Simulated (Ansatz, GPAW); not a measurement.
This is a calculation of Be for Ansatz 0.2.0. This isn't the form of Be at room conditions, which is hcp.

Contents of input.yaml:

```yaml
crystal:
  lattice:
    - [-1.2531209513, 1.2531209513, 1.2531209513]
    - [1.2531209513, -1.2531209513, 1.2531209513]
    - [1.2531209513, 1.2531209513, -1.2531209513]
  atoms:
    - { symbol: Be, position: [0.0, 0.0, 0.0] }
hamiltonian:
  xc: pbesol
  pseudopotentials: { kind: paw }
kpoints:
  mp_grid: { grid: [15, 15, 15] }
scf:
  occupations: { method: gaussian, width: 0.1 }
output:
  forces: true
  stress: true
  eigenvalues: true
```

Potentials or basis: Ansatz PAW.

Command:

```sh
$ ansatz run input.yaml --threads 1 --pin off --max-ram 3584MiB --backend cpu --events-out ev --progress --plain --runs-dir out
```

Problem. Translate it to GPAW 26.7.0 (ASE script). Potentials or basis there: PAW data sets generated for this functional, cutoff 800 eV.

Solution. As run (cutoffs and basis follow the program's own potentials, and thresholds, step limits or extra output files can differ):

File run.py:

```python
from ase.dft.bandgap import bandgap
from ase.io import read, write
from ase.units import GPa
from gpaw import GPAW, PW, setup_paths

setup_paths.insert(0, '.')

atoms = read('Be.xyz')

calc = GPAW(mode=PW(800),
            xc='PBEsol',
            kpts={'size': (15, 15, 15), 'gamma': True},
            occupations={'name': 'methfessel-paxton', 'order': 0, 'width': 0.1},
            nbands=7,
            convergence={'density': 1e-05, 'energy': 1e-05},
            maxiter=150,
            txt='gpaw.txt')
atoms.calc = calc
energy = atoms.get_potential_energy()
forces = atoms.get_forces()
stress = atoms.get_stress()
calc.write('gs.gpw')
write('result.traj', atoms)
print(f'Energy: {energy:.6f} eV')
print('Forces (eV/A):')
print(forces.round(4))
print('Stress (GPa):', (stress / GPa).round(3))
print('Fermi level:', round(calc.get_fermi_level(), 4), 'eV')
print(f'Gap: {bandgap(calc)[0]:.4f} eV, direct: {bandgap(calc, direct=True)[0]:.4f} eV')
```

The input Be.xyz:

```xyz
1
Lattice="-1.2531209513 1.2531209513 1.2531209513 1.2531209513 -1.2531209513 1.2531209513 1.2531209513 1.2531209513 -1.2531209513" Properties=species:S:1:pos:R:3 pbc="T T T"
Be     0.0000000000      0.0000000000      0.0000000000
```

Potentials or basis: PAW data sets generated in the run's folder for this functional, pw.

The run is started by

```bash
$ gpaw-setup -f PBEsol Be
$ OMP_NUM_THREADS=1 python run.py
```

Both were run:

|  | Ansatz | GPAW |
| --- | --- | --- |
| Pressure | -1.9 GPa | -2.0 GPa |

Ansatz's pressure holds a Pulay term of +0.02 GPa for its cutoff of 420 eV, which the other run lacks.

Ansatz's potentials were made for PBE.

Where Ansatz's input types no cutoff or centring, it takes its own default and a Γ-centred mesh.

Pressure is positive in compression.
